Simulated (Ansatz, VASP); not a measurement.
## Ga in VASP and in Ansatz

```xyz
2
Lattice="1.4403 -4.0377 0.0000 1.4403 4.0377 0.0000 0.0000 0.0000 3.1487" Properties=species:S:1:pos:R:3 pbc="T T T"
Ga    1.4403    2.9637    2.3615
Ga    1.4403   -2.9637    0.7872
```

Change from the starting cell: volume scaled by 0.98.

Alike in both runs: task single point; functional PBE; k mesh 10 × 10 × 8; occupations fermi-dirac, width 0.05 eV; no spin polarisation.

```csv
,VASP,Ansatz
version,VASP 6.6.1,Ansatz 0.2.0
potentials or method,"VASP PAW PBE potentials, release 64 (Ga_d), cutoff 520 eV","all-electron LAPW, scalar-relativistic"
```

Ansatz gave:

* gap on the k mesh at the Fermi level (eV): none
* pressure (GPa): 2.7
* largest component of the traceless stress (GPa): 2.06
* rms of the force components (eV/Å): 0.127

Problem. Which values does VASP return?

Solution. gap on the k mesh at the Fermi level (eV): none; pressure (GPa): 2.7; largest component of the traceless stress (GPa): 2.08; rms of the force components (eV/Å): 0.128.

Atom by atom the forces differ by 0.001 eV/Å (rms over components). A gap of «none» marks a metal or a gap that the smearing closes. Ansatz ran all-electron here, so the differences hold the error of VASP's frozen core and of both bases.
